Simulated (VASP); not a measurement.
# CdS (Greenockite) (P6_3mc) in VASP: a series of runs

The runs below take CdS (Greenockite) through single point, with HSE06.

Everything below comes from runs of VASP 6.6.1. Logs are shortened: lines on timing, memory, paths and dates and some standing lists are left out, and cuts for length are marked.

### Step 1. Starting point

It takes space group P6_3mc (No. 186, hexagonal). The conventional cell has a = 4.150 Å, b = 4.150 Å, c = 6.737 Å, α = 90.00°, β = 90.00°, γ = 120.00°. Cd (site symmetry 3m) is surrounded by 4 S at 2.53 to 2.54 Å. S (site symmetry 3m) has 4 Cd at 2.53 to 2.54 Å as nearest neighbours.

### Step 2. Single point, HSE06

POSCAR reads:

```
CdS
1.0
    4.1500000000      0.0000000000      0.0000000000
   -2.0750000000      3.5940054257      0.0000000000
    0.0000000000      0.0000000000      6.7370000000
Cd S
2 2
Direct
    0.6666666667      0.3333333333      0.5000000000
    0.3333333333      0.6666666667      0.0000000000
    0.6666666667      0.3333333333      0.8750000000
    0.3333333333      0.6666666667      0.3750000000
```

INCAR.step1 reads:

```
ALGO = Normal
EDIFF = 1E-5
ENCUT = 500
GGA = PE
ISIF = 2
ISMEAR = 0
LASPH = T
LCHARG = F
LREAL = F
LWAVE = T
NBANDS = 26
NELM = 100
NKRED = 1
PREC = Accurate
SIGMA = 0.01
```

INCAR.step2 reads:

```
ALGO = Normal
EDIFF = 1E-6
ENCUT = 500
GGA = PE
HFSCREEN = 0.2
ISIF = 2
ISMEAR = 0
ISTART = 1
LASPH = T
LCHARG = F
LHFCALC = T
LREAL = F
LWAVE = F
NBANDS = 26
NELM = 100
NKRED = 1
PREC = Accurate
PRECFOCK = Fast
SIGMA = 0.01
```

KPOINTS reads:

```
k-points
0
Gamma
  2 2 1
```

Potentials or basis: VASP PAW PBE potentials, release 64 (Cd, S).

Launch:

```bash
cat potpaw_PBE.64/Cd/POTCAR potpaw_PBE.64/S/POTCAR > POTCAR
cp INCAR.step1 INCAR
mpirun -np 1 vasp_std > vasp.out
cp INCAR.step2 INCAR
mpirun -np 1 vasp_std > vasp.out
```

OUTCAR:

```text
EDIFF = 1E-6
   ENCUT = 500
   GGA = PE
   HFSCREEN = 0.2
   ISIF = 2
   ISMEAR = 0
   ISTART = 1
   LASPH = T
   LHFCALC = T
   LREAL = F
   NELM = 100
   NKRED = 1
   PREC = Accurate
   PRECFOCK = Fast

 Found      2 irreducible k-points:

 Following reciprocal coordinates:
            Coordinates               Weight
  0.000000  0.000000  0.000000      1.000000
  0.500000 -0.000000  0.000000      3.000000
   k-points           NKPTS =      2   k-points in BZ     NKDIM =      4   number of bands    NBANDS=     26
   number of dos      NEDOS =    301   number of ions     NIONS =      4
   total plane-waves  NPLWV =  45000
   dimension x,y,z NGX =    30 NGY =   30 NGZ =   50
   dimension x,y,z NGXF=    60 NGYF=   60 NGZF=  100
   ions per type =               2   2
   NGX,Y,Z   is equivalent  to a cutoff of  12.02, 12.02, 12.34 a.u.
   NGXF,Y,Z  is equivalent  to a cutoff of  24.04, 24.04, 24.68 a.u.
 SYSTEM =  unknown system
   PREC   = accura    normal or accurate (medium, high low for compatibility)
   ISTART =      1    job   : 0-new  1-cont  2-samecut
   ICHARG =      0    charge: 1-file 2-atom 10-const
   ISPIN  =      1    spin polarized calculation?
   LNONCOLLINEAR =      F non collinear calculations
   LSORBIT =      F    spin-orbit coupling
   LASPH  =      T    aspherical Exc in radial PAW
   ENCUT  =  500.0 eV  36.75 Ry    6.06 a.u.   7.57  7.57 12.28*2*pi/ulx,y,z
   NELM   =    100;   NELMIN=  2; NELMDL=  0     # of ELM steps
   EDIFF  = 0.1E-05   stopping-criterion for ELM
   LREAL  =      F    real-space projection
   EDIFFG = 0.1E-04   stopping-criterion for IOM
   NSW    =      0    number of steps for IOM
   IBRION =     -1    ionic relax: 0-MD 1-quasi-New 2-CG
   NFREE  =      0    steps in history (QN), initial steepest desc. (CG)
   ISIF   =      2    stress and relaxation
   ISYM   =      3    0-nonsym 1-usesym 2-fastsym
   POTIM  = 0.5000    time-step for ionic-motion
   TEBEG  =    0.0;   TEEND  =   0.0 temperature during run
   PSTRESS=    0.0 pullay stress
   NELECT =      36.0000    total number of electrons
   NUPDOWN=      -1.0000    fix difference up-down
   EMIN   =  10.00;   EMAX   =-10.00  energy-range for DOS
   EFERMI =   0.00;   METHOD = LEGACY
   ISMEAR =     0;   SIGMA  =   0.01  broadening in eV -4-tet -1-fermi 0-gaus
   EFERMI_NEDOS =   21; number of points for ismear=-14 and -15
   IALGO  =     38    algorithm
   IMIX   =      1    mixing-type and parameters
     AMIX     =   0.40;   BMIX     =  1.00
     AMIX_MAG =   1.60;   BMIX_MAG =  1.00
  volume/ion in A,a.u.               =      25.12       169.52
  Fermi-wavevector in a.u.,A,eV,Ry     =   1.162727  2.197236 18.394190  1.351935
  Thomas-Fermi vector in A             =   2.299285
   LORBIT       =      0    0 simple, 1 ext, 2 COOP (PROOUT), +10 PAW based schemes
   GGA     = PE    functional components
   LHFCALC =     T    Hartree Fock is set to
   PRECFOCK=fast      Normal, Fast or Accurate (Low or Medium for compatibility)
   ENCUT4O =  -1.0   cutoff for four orbital integrals eV
   NKREDX  =     1    reduce k-point grid by
   NKREDY  =     1    reduce k-point grid by
   NKREDZ  =     1    reduce k-point grid by
   AEXX    =    0.2500 exact exchange contribution
   HFSCREEN=    0.2000 screening length (either q_TF or 0.3 A-1)
   HFSCREENC=   0.2000 screening length for correlation (either q_TF or 0.3 A-1)
   ENCUTFOCK=  -1.0 apply spherical cutoff to Coloumb kernel
   IVDW    =     0    specifies the selected vdW correction
   LEPSILON=     F    determine dielectric tensor
   LRPA    =     F    only Hartree local field effects (RPA)
 non-spin polarized calculation
 Gauss-broadening in eV      SIGMA  =   0.01
  energy-cutoff  :      500.00
  volume of cell :      100.48
 maximum number of plane-waves:      2546
  NGX = 18; NGY = 18; NGZ = 30

 number of electron      35.9999973 magnetization

 Free energy of the ion-electron system (eV)
  ---------------------------------------------------
  ext. energy  EPLUGINS =         0.00000000
  ---------------------------------------------------
  free energy    TOTEN  =       -14.88682915 eV

  energy without entropy =      -14.88682915  energy(sigma->0) =      -14.88682915

 E-fermi :   0.6262     XC(G=0):  -7.4962

 val. band max:        0.5713197034   @ k =   0.0000   0.0000   0.0000
 cond. band min:       2.9536779558   @ k =   0.0000   0.0000   0.0000
 fundamental gap:      2.3823582524
 Fermi energy:         0.6262157431

 k-point     1 :       0.0000    0.0000    0.0000
  band No.  band energies     occupation
      1     -12.8128      2.00000
      2     -12.3538      2.00000
      3      -8.3004      2.00000
      4      -8.2836      2.00000
      5      -8.2836      2.00000
      6      -8.1995      2.00000
[... 18 lines left out ...]
     25       9.4470      0.00000
     26       9.5976      0.00000

 k-point     2 :       0.5000   -0.0000    0.0000
  band No.  band energies     occupation
      1     -12.3822      2.00000
      2     -12.2410      2.00000
      3      -8.1918      2.00000
      4      -8.1805      2.00000
      5      -8.0025      2.00000
      6      -7.9975      2.00000
[... 18 lines left out ...]
     25      10.2348      0.00000
     26      12.1436      0.00000

------------------------ aborting loop because EDIFF is reached ----------------------------------------

  FORCE on cell =-STRESS in cart. coord.  units (eV):
  Direction    XX          YY          ZZ          XY          YZ          ZX
  --------------------------------------------------------------------------------------
  -------------------------------------------------------------------------------------
  Total        2.3003129      2.3003129     -1.9354633      0.0000000     -0.0000000     -0.0000000
  in kB       36.6778715     36.6778715    -30.8604422      0.0000000     -0.0000000     -0.0000000
  external PRESSURE =      14.1651003 kB  Pullay stress =       0.0000000 kB

 VOLUME and BASIS-vectors are now :
 -----------------------------------------------------------------------------
  energy-cutoff  :      500.00
  volume of cell :      100.48
      direct lattice vectors                 reciprocal lattice vectors
     4.150000000  0.000000000  0.000000000     0.240963855  0.139120547  0.000000000
    -2.075000000  3.594005426  0.000000000     0.000000000  0.278241094  0.000000000
     0.000000000  0.000000000  6.737000000     0.000000000  0.000000000  0.148434021

 POSITION                                       TOTAL-FORCE (eV/Angst)
 -----------------------------------------------------------------------------------
      2.07500      1.19800      3.36850         0.000000      0.000000      0.028969
     -0.00000      2.39600      0.00000        -0.000000     -0.000000      0.028969
      2.07500      1.19800      5.89487         0.000000     -0.000000     -0.028969
     -0.00000      2.39600      2.52637        -0.000000     -0.000000     -0.028969
 -----------------------------------------------------------------------------------
    total drift:                               -0.000000     -0.000000     -0.000780

  FREE ENERGIE OF THE ION-ELECTRON SYSTEM (eV)
  ---------------------------------------------------
  free  energy   TOTEN  =       -14.8868291481 eV

  energy  without entropy=      -14.8868291481  energy(sigma->0) =      -14.88682915
```

Run time: 48 s. Hardware: 1 thread of Intel Xeon Platinum 8259CL at 2.50GHz (Skylake/Cascade Lake), shared host; peak memory 0.29 GiB.

These settings aren't checked as converged: the numbers below hold their error.

Results:

| Property | Result |
| --- | --- |
| Free energy | -14.8868 eV |
| Pressure | 1.4 GPa |
| Largest force | 0.029 eV/Å |
| Band gap on the k mesh | 2.38 eV, direct |

Caveat: the k mesh is coarse (spacing up to 0.93 Å⁻¹), so the values aren't converged, least of all with exact exchange; the PAW data sets were made with another functional, which shifts forces and pressure a little.

### Step 3. Single point, HSE06

POSCAR is that of step 2.

INCAR.step1: that of step 2 with these lines changed.

```diff
@@ -2,3 +2,3 @@
 EDIFF = 1E-5
-ENCUT = 500
+ENCUT = 350
 GGA = PE
```

INCAR.step2: that of step 2 with these lines changed.

```diff
@@ -2,3 +2,3 @@
 EDIFF = 1E-6
-ENCUT = 500
+ENCUT = 350
 GGA = PE
@@ -17,3 +17,3 @@
 PREC = Accurate
-PRECFOCK = Fast
+PRECFOCK = Low
 SIGMA = 0.01
```

KPOINTS reads:

```
k-points
0
Gamma
  3 3 2
```

Potentials or basis: VASP PAW PBE potentials, release 64 (Cd, S).

Launch:

```bash
cat potpaw_PBE.64/Cd/POTCAR potpaw_PBE.64/S/POTCAR > POTCAR
cp INCAR.step1 INCAR
mpirun -np 1 vasp_std > vasp.out
cp INCAR.step2 INCAR
mpirun -np 1 vasp_std > vasp.out
```

Run time: 2.3 min. Hardware: 1 thread of Intel Xeon Platinum 8259CL at 2.50GHz (Skylake/Cascade Lake), shared host; peak memory 0.27 GiB.

These settings aren't checked as converged: the numbers below hold their error.

What came out:

* Free energy: -15.1072 eV
* Pressure: 0.8 GPa
* Largest force: 0.031 eV/Å
* Band gap on the k mesh: 2.27 eV, direct

Caveat: the k mesh is coarse (spacing up to 0.58 Å⁻¹), so the values aren't converged, least of all with exact exchange; the PAW data sets were made with another functional, which shifts forces and pressure a little.

(Part 1 of 2 ends here.)
